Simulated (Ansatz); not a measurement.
The system is I.

```xyz
1
Lattice="0.0000 2.3656 3.9098 2.1922 0.0000 3.9098 2.1922 2.3656 0.0000" Properties=species:S:1:pos:R:3 pbc="T T T"
I     0.0000    0.0000    0.0000
```

Base run:

| Item | Value |
| --- | --- |
| Program | Ansatz 0.2.0 |
| Functional | revPBE |
| Potentials or basis | Ansatz PAW |
| Cutoff | 420 eV (not typed: the program's choice for these potentials) |
| k mesh | 9 × 9 × 9 |
| Occupations | fermi-dirac, width 0.05 eV |
| Spin | no spin polarisation |

Its results: band gap on the k mesh none (metal or under the smearing width); pressure 1.5 GPa.

Problem. After a change of settings the same cell gave: band gap on the k mesh none (metal or under the smearing width); pressure -1.8 GPa. Which change was it?
A. functional from revPBE to BPBE
B. functional from revPBE to r2SCAN; cutoff from 420 eV (not typed: the program's choice for these potentials) to 500 eV (not typed: the program's choice for these potentials)
C. functional from revPBE to LDA; spin from no spin polarisation to spin-orbit coupling, no magnetisation; potential files from those of the base run to others of the same set

Solution. C.

Caveats: the PAW data sets come from PBE, with cores solved anew for the run's functional, which leaves a small shift of forces and pressure; spin-orbit coupling is left out, which moves the levels of the heavy elements (some runs); an odd number of electrons without spin polarisation forces a metal (some runs); a magnetic or distorted state may lie lower (some runs).

Runs at the PBE level aren't shown here.
